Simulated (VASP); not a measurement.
# MoS2: binding and level alignment on metals

Does the barrier of MoS2 follow the work function of the metal under it?

Calculated with VASP 6.6.1; PBE with D3(BJ), no spin polarisation; plane waves and PAW (Mo_sv, S), in the first sound run; inputs show where later runs differ.

Report form: the programs' logs are mostly left out.

## Step 1: Starting point

The cell holds 9 atoms: 3 Mo and 6 S. Cell: a = 5.453 Å, b = 5.453 Å, c = 22.000 Å, α = 90.0°, β = 90.0°, γ = 120.0°. It derives from MoS2 (2H-MoS2 monolayer). Vacuum lies along c.

Structure file:

```cif
data_structure
_symmetry_space_group_name_H-M 'P 1'
_symmetry_Int_Tables_number 1
_cell_length_a 5.4527
_cell_length_b 5.4527
_cell_length_c 22.0000
_cell_angle_alpha 90.000
_cell_angle_beta 90.000
_cell_angle_gamma 120.000
_cell_volume 566.47
loop_
_atom_site_label
_atom_site_type_symbol
_atom_site_fract_x
_atom_site_fract_y
_atom_site_fract_z
_atom_site_occupancy
Mo1 Mo 0.33333 0.33333 0.50000 1
Mo2 Mo 0.66667 0.00000 0.50000 1
Mo3 Mo 0.00000 0.66667 0.50000 1
S4 S 0.33333 0.00000 0.42866 1
S5 S 0.66667 0.66667 0.42866 1
S6 S 0.00000 0.33333 0.42866 1
S7 S 0.33333 0.00000 0.57134 1
S8 S 0.66667 0.66667 0.57134 1
S9 S 0.00000 0.33333 0.57134 1
```

## Step 2: Levels of the free sheet, PBE

The free sheet gives its levels against the core potential of Mo.

Level: PBE with D3(BJ), no spin polarisation; plane waves and PAW (Mo_sv, S).

Contents of INCAR:

```
SYSTEM = MoS2
PREC = Normal
ENCUT = 330
EDIFF = 1E-06
NELM = 120
ISMEAR = 0
SIGMA = 0.05
LREAL = .FALSE.
ALGO = Fast
GGA = PE
IVDW = 12
NBANDS = 61
LASPH = .TRUE.
LORBIT = 11
LWAVE = .FALSE.
LCHARG = .FALSE.
KPAR = 8
NCORE = 2
IDIPOL = 3
LDIPOL = .TRUE.
DIPOL = 0.5 0.5 0.5
LVHAR = .TRUE.
LVACPOTAV = .TRUE.
NEDOS = 1500
```

Contents of POSCAR:

```
MoS2
1.0
    4.7221804693      2.7263521652      0.0000000000
   -4.7221804694      2.7263521652      0.0000000000
    0.0000000000      0.0000000000     22.0000000000
Mo S
3 6
Direct
    0.3333333333      0.3333333334      0.5000000000
    0.6666666667      0.0000000000      0.5000000000
    0.0000000000      0.6666666667      0.5000000000
    0.3333333333      0.0000000000      0.4286638357
    0.6666666667      0.6666666666      0.4286638357
    0.0000000000      0.3333333333      0.4286638357
    0.3333333333      0.0000000000      0.5713361643
    0.6666666667      0.6666666666      0.5713361643
    0.0000000000      0.3333333333      0.5713361643
```

Contents of KPOINTS:

```
Automatic mesh
0
Gamma
9 9 1
0 0 0
```

PAW data sets: Mo_sv and S (PBE family, release 64).

The run is started by

```sh
$ mpirun -np 16 vasp_std
```

Elapsed: 14 s, on 16 MPI ranks of Intel Xeon 6975P-C (Granite Rapids), shared host; peak memory 4.1 GiB.

This run gave:

| Property | Result |
| --- | --- |
| energy(sigma→0) of the program | -68.3813 eV |
| highest filled level below the vacuum, upper and lower side | 5.88, 5.88 eV |

## Step 3: Relax the metal slab, PBE

One member in full, Os: the two lower layers are held.

Level: PBE with D3(BJ); plane waves and PAW (Os).

System, named by how it was started: Os slab. The cell holds 16 atoms: 16 Os. Cell: a = 5.453 Å, b = 5.453 Å, c = 29.346 Å, α = 90.0°, β = 90.0°, γ = 120.0°. It derives from Os. Vacuum lies along c.

Contents of INCAR:

```
SYSTEM = Os
PREC = Normal
ENCUT = 330
EDIFF = 1E-05
NELM = 120
ISMEAR = 1
SIGMA = 0.1
LREAL = Auto
ALGO = Fast
GGA = PE
IVDW = 12
NBANDS = 80
LASPH = .TRUE.
LORBIT = 11
LWAVE = .FALSE.
LCHARG = .FALSE.
KPAR = 4
IBRION = 2
NSW = 30
ISIF = 2
EDIFFG = -0.03
POTIM = 0.4
MAXMIX = 40
IDIPOL = 3
LDIPOL = .TRUE.
DIPOL = 0.5 0.5 0.383
```

Contents of POSCAR:

```
Os
1.0
    4.7221804690      2.7263521650      0.0000000000
   -4.7221804690      2.7263521650      0.0000000000
    0.0000000000      0.0000000000     29.3459057940
Os
16
Selective dynamics
Direct
    0.0000000000      0.0000000000      0.2726104300  F F F
    0.0000000000      0.5000000000      0.2726104300  F F F
    0.5000000000      0.0000000000      0.2726104300  F F F
    0.5000000000      0.5000000000      0.2726104300  F F F
    0.1666666670      0.3333333330      0.3465232340  F F F
    0.1666666670      0.8333333330      0.3465232340  F F F
    0.6666666670      0.3333333330      0.3465232340  F F F
    0.6666666670      0.8333333330      0.3465232340  F F F
    0.0000000000      0.0000000000      0.4204360380  T T T
    0.0000000000      0.5000000000      0.4204360380  T T T
    0.5000000000      0.0000000000      0.4204360380  T T T
    0.5000000000      0.5000000000      0.4204360380  T T T
    0.1666666670      0.3333333330      0.4943488430  T T T
    0.1666666670      0.8333333330      0.4943488430  T T T
    0.6666666670      0.3333333330      0.4943488430  T T T
    0.6666666670      0.8333333330      0.4943488430  T T T
```

Contents of KPOINTS:

```
Automatic mesh
0
Gamma
6 6 1
0 0 0
```

Potentials, in the order of the species: Os (PBE family, release 64).

The run is started by

```sh
$ mpirun -np 4 vasp_std
```

Elapsed: 3.6 min, on 4 MPI ranks; peak memory 1.6 GiB.

Read from the output:

```
energy(sigma→0) of the program : -177.8221 eV
ionic steps                    : 7
```

## Step 4: Work function of the metal, PBE

Level: PBE with D3(BJ); plane waves and PAW (Os).

Contents of INCAR:

```
SYSTEM = Os
PREC = Normal
ENCUT = 330
EDIFF = 1E-06
NELM = 120
ISMEAR = 1
SIGMA = 0.1
LREAL = Auto
ALGO = Fast
GGA = PE
IVDW = 12
NBANDS = 80
LASPH = .TRUE.
LORBIT = 11
LWAVE = .FALSE.
LCHARG = .FALSE.
KPAR = 4
IDIPOL = 3
LDIPOL = .TRUE.
DIPOL = 0.5 0.5 0.383
LVHAR = .TRUE.
LVACPOTAV = .TRUE.
NEDOS = 1500
```

Contents of POSCAR:

```
Os
1.0
    4.7221804690      2.7263521650      0.0000000000
   -4.7221804690      2.7263521650      0.0000000000
    0.0000000000      0.0000000000     29.3459057940
Os
16
Selective dynamics
Direct
    0.0000000000      0.0000000000      0.2726104300  F F F
    0.0000000000      0.5000000000      0.2726104300  F F F
    0.5000000000      0.0000000000      0.2726104300  F F F
    0.5000000000      0.5000000000      0.2726104300  F F F
    0.1666666670      0.3333333330      0.3465232340  F F F
    0.1666666670      0.8333333330      0.3465232340  F F F
    0.6666666670      0.3333333330      0.3465232340  F F F
    0.6666666670      0.8333333330      0.3465232340  F F F
    0.0000000000      0.0000000000      0.4200648442  T T T
    0.0000000000      0.5000000000      0.4200648442  T T T
    0.5000000000      0.0000000000      0.4200648442  T T T
    0.5000000000      0.5000000000      0.4200648442  T T T
    0.1666666670      0.3333333330      0.4921844933  T T T
    0.1666666670      0.8333333330      0.4921844933  T T T
    0.6666666670      0.3333333330      0.4921844933  T T T
    0.6666666670      0.8333333330      0.4921844933  T T T
```

Contents of KPOINTS:

```
Automatic mesh
0
Gamma
9 9 1
0 0 0
```

The run is started by

```sh
$ mpirun -np 4 vasp_std
```

Wall time 1.9 min (4 MPI ranks); peak memory 1.7 GiB; 7.4 min of CPU time.

Numbers from this step:

| Quantity | Value |
| --- | --- |
| energy(sigma→0) of the program | -177.8263 eV |
| work function, upper and lower side | 5.40, 5.43 eV |

VASP warns that it found no field-free region by its own threshold; the planar potential, read 60 % of the way from the top atom to the cell's edge, stands at 5.40 eV above the Fermi level.

## Step 5: Relax the contact, PBE

The sheet is set on the slab and relaxes with the two upper layers.

Level: PBE with D3(BJ), no spin polarisation; plane waves and PAW (Os, Mo_sv, S).

System, named by how it was started: MoS2 on Os. The cell holds 25 atoms: 16 Os, 3 Mo and 6 S. Its edges and angles: a = 5.453 Å, b = 5.453 Å, c = 29.346 Å, α = 90.0°, β = 90.0°, γ = 120.0°. It derives from MoS2. MoS2 on 4 layers of Os, the metal strained to the sheet. Vacuum lies along c.

Contents of INCAR:

```
SYSTEM = Mo3Os16S6
PREC = Normal
ENCUT = 330
EDIFF = 1E-05
NELM = 120
ISMEAR = 1
SIGMA = 0.1
LREAL = Auto
ALGO = Fast
GGA = PE
IVDW = 12
NBANDS = 120
LASPH = .TRUE.
LORBIT = 11
LWAVE = .FALSE.
LCHARG = .FALSE.
KPAR = 4
IBRION = 2
NSW = 50
ISIF = 2
EDIFFG = -0.03
POTIM = 0.5
MAXMIX = 40
IDIPOL = 3
LDIPOL = .TRUE.
DIPOL = 0.5 0.5 0.475
```

Contents of POSCAR:

```
Mo3Os16S6
1.0
    4.7221804690      2.7263521650      0.0000000000
   -4.7221804690      2.7263521650      0.0000000000
    0.0000000000      0.0000000000     29.3459057940
Os Mo S
16 3 6
Selective dynamics
Direct
    0.0000000000      0.0000000000      0.2726104300  F F F
    0.0000000000      0.5000000000      0.2726104300  F F F
    0.5000000000      0.0000000000      0.2726104300  F F F
    0.5000000000      0.5000000000      0.2726104300  F F F
    0.1666666670      0.3333333330      0.3465232340  F F F
    0.1666666670      0.8333333330      0.3465232340  F F F
    0.6666666670      0.3333333330      0.3465232340  F F F
    0.6666666670      0.8333333330      0.3465232340  F F F
[... 13 atom lines left out ...]
    0.0000000000      0.3333333330      0.5841905130  T T T
    0.3333333330      0.0000000000      0.6911489170  T T T
    0.6666666670      0.6666666670      0.6911489170  T T T
    0.0000000000      0.3333333330      0.6911489170  T T T
```

Contents of KPOINTS:

```
Automatic mesh
0
Gamma
6 6 1
0 0 0
```

PAW data sets: Os, Mo_sv and S (PBE family, release 64).

The run is started by

```sh
$ mpirun -np 4 vasp_std
```

Run time: 19 min. Hardware: 4 MPI ranks; peak memory 2.1 GiB.

This run gave:

* energy(sigma→0) of the program: -248.8379 eV
* ionic steps: 25

## Step 6: Levels of the contact, PBE

The shift of the core potential in the sheet carries its free levels over.

Level: PBE with D3(BJ), no spin polarisation; plane waves and PAW (Os, Mo_sv, S).

Contents of INCAR:

```
SYSTEM = Mo3Os16S6
PREC = Normal
ENCUT = 330
EDIFF = 1E-06
NELM = 120
ISMEAR = 1
SIGMA = 0.1
LREAL = .FALSE.
ALGO = Fast
GGA = PE
IVDW = 12
NBANDS = 120
LASPH = .TRUE.
LORBIT = 11
LWAVE = .FALSE.
LCHARG = .TRUE.
KPAR = 4
IDIPOL = 3
LDIPOL = .TRUE.
DIPOL = 0.5 0.5 0.47
LVHAR = .TRUE.
LVACPOTAV = .TRUE.
NEDOS = 1500
```

Contents of POSCAR:

```
Mo3Os16S6
1.0
    4.7221804690      2.7263521650      0.0000000000
   -4.7221804690      2.7263521650      0.0000000000
    0.0000000000      0.0000000000     29.3459057940
Os Mo S
16 3 6
Selective dynamics
Direct
    0.0000000000      0.0000000000      0.2726104300  F F F
    0.0000000000      0.5000000000      0.2726104300  F F F
    0.5000000000      0.0000000000      0.2726104300  F F F
    0.5000000000      0.5000000000      0.2726104300  F F F
    0.1666666670      0.3333333330      0.3465232340  F F F
    0.1666666670      0.8333333330      0.3465232340  F F F
    0.6666666670      0.3333333330      0.3465232340  F F F
    0.6666666670      0.8333333330      0.3465232340  F F F
[... 13 atom lines left out ...]
    0.0057830641      0.3328352931      0.5712991100  T T T
    0.3315818482      0.9991168243      0.6792805161  T T T
    0.6675349761      0.6684181518      0.6792805161  T T T
    0.0008831757      0.3324650239      0.6792805161  T T T
```

Contents of KPOINTS:

```
Automatic mesh
0
Gamma
9 9 1
0 0 0
```

The run is started by

```sh
$ mpirun -np 4 vasp_std
```

Elapsed: 5.6 min, on 4 MPI ranks; peak memory 2.6 GiB.

Numbers from this step:

```
energy(sigma→0) of the program      : -248.8456 eV
work function, upper and lower side : 4.80, 5.39 eV
```

VASP warns that it found no field-free region by its own threshold; the planar potential, read 60 % of the way from the top atom to the cell's edge, stands at 4.80 eV above the Fermi level.

## Step 7: Free sheet on the mesh of the contact, PBE

The binding energy needs the sheet at the mesh and smearing of the contact.

Level: PBE with D3(BJ), no spin polarisation; plane waves and PAW (Mo_sv, S).

System, named by how it was started: 2H-MoS2 monolayer. The cell holds 9 atoms: 3 Mo and 6 S. Cell: a = 5.453 Å, b = 5.453 Å, c = 22.000 Å, α = 90.0°, β = 90.0°, γ = 120.0°. It derives from MoS2 (2H-MoS2 monolayer). Vacuum lies along c.

Contents of INCAR:

```
SYSTEM = MoS2
PREC = Normal
ENCUT = 330
EDIFF = 1E-05
NELM = 120
ISMEAR = 1
SIGMA = 0.1
LREAL = .FALSE.
ALGO = Fast
GGA = PE
IVDW = 12
NBANDS = 48
LASPH = .TRUE.
LMAXMIX = 4
LORBIT = 11
LWAVE = .FALSE.
LCHARG = .FALSE.
KPAR = 4
IDIPOL = 3
LDIPOL = .TRUE.
DIPOL = 0.5 0.5 0.5
```

Contents of POSCAR:

```
MoS2
1.0
    4.7221804693      2.7263521652      0.0000000000
   -4.7221804694      2.7263521652      0.0000000000
    0.0000000000      0.0000000000     22.0000000000
Mo S
3 6
Direct
    0.3333333333      0.3333333334      0.5000000000
    0.6666666667      0.0000000000      0.5000000000
    0.0000000000      0.6666666667      0.5000000000
    0.3333333333      0.0000000000      0.4286638357
    0.6666666667      0.6666666666      0.4286638357
    0.0000000000      0.3333333333      0.4286638357
    0.3333333333      0.0000000000      0.5713361643
    0.6666666667      0.6666666666      0.5713361643
    0.0000000000      0.3333333333      0.5713361643
```

Contents of KPOINTS:

```
Automatic mesh
0
Gamma
6 6 1
0 0 0
```

The projector-augmented-wave data sets are Mo_sv and S (PBE family, release 64).

The run is started by

```sh
$ mpirun -np 4 vasp_std
```

Wall time 18 s (4 MPI ranks); peak memory 1.1 GiB; 70 s of CPU time.

Read from the output:

```
energy(sigma→0) of the program : -68.3807 eV
```

## Step 8: All members

LASPH is off in runs at PBE and on in runs at PBE; a level named twice has it in cells with d or f elements alone.

The other members went through these steps as far as the tables show, with one cutoff, energies on the coarser mesh and levels on the finer; 45 runs are not shown. The session took 26 core hours (wall time by ranks) on a shared machine.

The sheet's edges are those of the free sheet, carried over by the core potential of Mo. Gap of the free sheet: 1.80 eV. Metals are cut along their close-packed face. Distance: mean height of the sheet's lower layer over the top metal layer; binding: contact less relaxed slab and free sheet, by cell area. Atoms of the sheet's lower layer that start on top of a surface metal atom: Au 0 of 3, Ag 0 of 3, Al 0 of 3, Pd 0 of 3, Ir 0 of 3, Rh 0 of 3, Ru 0 of 3, Re 0 of 3, Os 0 of 3, Zn 0 of 3.

| metal | strain against the database cell (%) | distance (Å) | binding energy (meV/Å²) | work function of the metal (eV) | work function with the sheet (eV) | Fermi level above the sheet's valence top or Dirac point (eV) | sheet's conduction bottom or Dirac point above the Fermi level (eV) |
| --- | --- | --- | --- | --- | --- | --- | --- |
| Au | -5.52 | 2.86 | -50.47 | 5.46 | 4.96 | 0.94 | 0.87 |
| Ag | -5.78 | 2.69 | -59.24 | 4.79 | 4.61 | 1.28 | 0.52 |
| Al | -4.80 | 2.69 | -43.85 | 4.03 | 4.55 | 1.35 | 0.45 |
| Pd | -0.88 | 2.23 | -105.23 | 5.31 | 4.98 | ? | ? |
| Ir | 0.39 | 2.29 | -96.71 | 5.47 | 4.86 | 1.01 | 0.80 |
| Rh | 1.50 | 2.19 | -118.45 | 5.11 | 4.89 | 0.96 | 0.84 |
| Ru | 1.04 | 2.24 | -121.57 | 5.03 | 4.74 | 1.11 | 0.70 |
| Re | -1.23 | 2.39 | -113.67 | 5.06 | 4.64 | 1.21 | 0.59 |
| Os | -0.61 | 2.33 | -102.34 | 5.40 | 4.80 | 1.07 | 0.74 |
| Zn | 2.60 | 2.86 | -38.13 | 4.28 | 4.61 | 1.29 | 0.52 |

## Step 9: Against the metal's work function

A least-squares straight line through the 9 rows shown, with W the work function of the strained metal in eV: Fermi level above the valence top or Dirac point = − 0.2602 W + 2.424 (eV), r.m.s. residual 0.073 eV.

For the withheld row, W = 5.307, the fit gives 1.043 eV.

## Step 10: Checking the prediction

The calculation gives 0.871 eV, so the prediction is 0.172 eV too high, more than twice the residual of the fit.

## Step 11: Results

| Quantity | Value |
| --- | --- |
| fall of the level per eV of work function | 0.26 |
| error for Pd | 0.172 eV |
| strongest binding | Ru, -122 meV/Å² at 2.24 Å |
| weakest binding | Zn, -38 meV/Å² at 2.86 Å |

A slope of 1 is the Schottky-Mott limit and 0 full pinning; the fit gives 0.26. A second line-up, by the vacuum level above the sheet, differs from the one by core potentials by up to 0.03 eV, and meshes were not tested, so closer ranks of barriers, and of binding within a few meV/Å², are ties. The lowest electron barrier is at Al (0.45 eV). Barriers rest on a semilocal gap, which is too small for a free sheet. Spin-orbit coupling, which splits and raises the valence top of this sheet, is left out. On Pd, Ir, Rh, Ru, Re and Os the sheet sits closer than 2.55 Å; there its bands mix with the metal's, and levels carried over from the free sheet are a guide only. LASPH was not set alike in all relaxations (it was off for Al and Zn), an untested inconsistency in the differences. The distances that sort contacts in this text are picked. One registry and four metal layers were run for each, strained as the table shows; another registry can bind at another distance.

[Lines on the potential files, build, host, timing and source positions are cut from VASP's logs without a mark.]

[Logs are printed without paths, hosts, clocks, repeated set-up lines and the standing remarks that a program may print on its own settings, such as how far it seeks lower states.]

[Hosts, paths, dates, database ids (printed as entryN), source tags and the programs' standing remarks are cut or masked in the printed files.]
